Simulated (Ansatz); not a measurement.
Crystal: WC.

```
W C
1.0
     0.00000    2.19268    2.19268
     2.19268    0.00000    2.19268
     2.19268    2.19268    0.00000
W C
1 1
Direct
  0.00000 0.00000 0.00000
  0.50000 0.50000 0.50000
```

Measurements of this composition are mostly on another form, of space group No. 187.

Base run:

* Program: Ansatz 0.2.0
* Functional: LDA
* Potentials or basis: Ansatz PAW
* Cutoff: 420 eV (not typed: the program's choice for these potentials)
* k mesh: 10 × 10 × 10
* Occupations: fermi-dirac, width 0.05 eV
* Spin: no spin polarisation
* Hubbard terms: W d U = 2 eV

Its results: band gap on the k mesh none (metal or under the smearing width); pressure -15.9 GPa.

Problem. The run is repeated on the same cell with these changes: hubbard terms from W d U = 2 eV to W d U = 6 eV. What comes out?

Solution. Band gap on the k mesh none (metal or under the smearing width); pressure -15.2 GPa.

Caveats: U without spin polarisation on a metal has little footing; the PAW data sets come from PBE, with cores solved anew for the run's functional, which leaves a small shift of forces and pressure; the U is typed as a test and isn't derived for this compound.
